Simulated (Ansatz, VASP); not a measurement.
SiC: VASP beside Ansatz

File INCAR:

```
SYSTEM = SiC
PREC = Accurate
ENCUT = 520
EDIFF = 1E-6
ISMEAR = 0
SIGMA = 0.05
LREAL = .False.
LASPH = .True.
NELM = 80
ALGO = Normal
ISIF = 2
LWAVE = .False.
LCHARG = .False.
GGA = PE
NBANDS = 11
```

The input KPOINTS:

```
Automatic mesh
0
Gamma
  10 10 10
  0 0 0
```

Contents of POSCAR:

```
SiC
1.0
    0.0000000000      2.1351174926      2.2446106974
    2.1351174926      0.0000000000      2.2446106974
    2.1351174926      2.1351174926      0.0000000000
Si C
1 1
Direct
    0.0000000000      0.0000000000      0.0000000000
    0.7500000000      0.7500000000      0.7500000000
```

Input for Ansatz:

```yaml
crystal:
  lattice:
    - [0.0, 2.1351174926, 2.2446106974]
    - [2.1351174926, 0.0, 2.2446106974]
    - [2.1351174926, 2.1351174926, 0.0]
  atoms:
    - { symbol: Si, position: [0.0, 0.0, 0.0] }
    - { symbol: C, position: [0.75, 0.75, 0.75] }
basis:
  ecutwfc: 420
kpoints:
  mp_grid: { grid: [10, 10, 10] }
hamiltonian:
  xc: pbe
scf:
  occupations: { method: gaussian, width: 0.05 }
output:
  forces: true
  stress: true
  eigenvalues: true
```

Change from the starting cell: strain -0.025 along x and y, +0.025 along z, atoms carried along.

Alike in both runs: task single point; functional PBE; k mesh 10 × 10 × 10; occupations gaussian, width 0.05 eV; no spin polarisation.

|  | VASP | Ansatz |
| --- | --- | --- |
| version | VASP 6.6.1 | Ansatz 0.2.0 |
| potentials or method | VASP PAW PBE potentials, release 64 (Si, C) | scalar-relativistic, plane waves, PAW |
| plane-wave cutoff (eV) | 520 | 420 |
| valence electrons in the cell | 8 | 8 |

```tsv
	VASP	Ansatz	Ansatz less VASP
gap on the k mesh at the Fermi level (eV)	1.08	1.08	+0.003
least direct gap on the mesh (eV)	4.50	4.51	+0.004
pressure (GPa)	5.6	5.6	+0.06
largest component of the traceless stress (GPa)	9.54	9.51	-0.026
```

With one functional, cell and mesh, what is left measures potentials, basis and numerics.

A k mesh can miss the band edges.
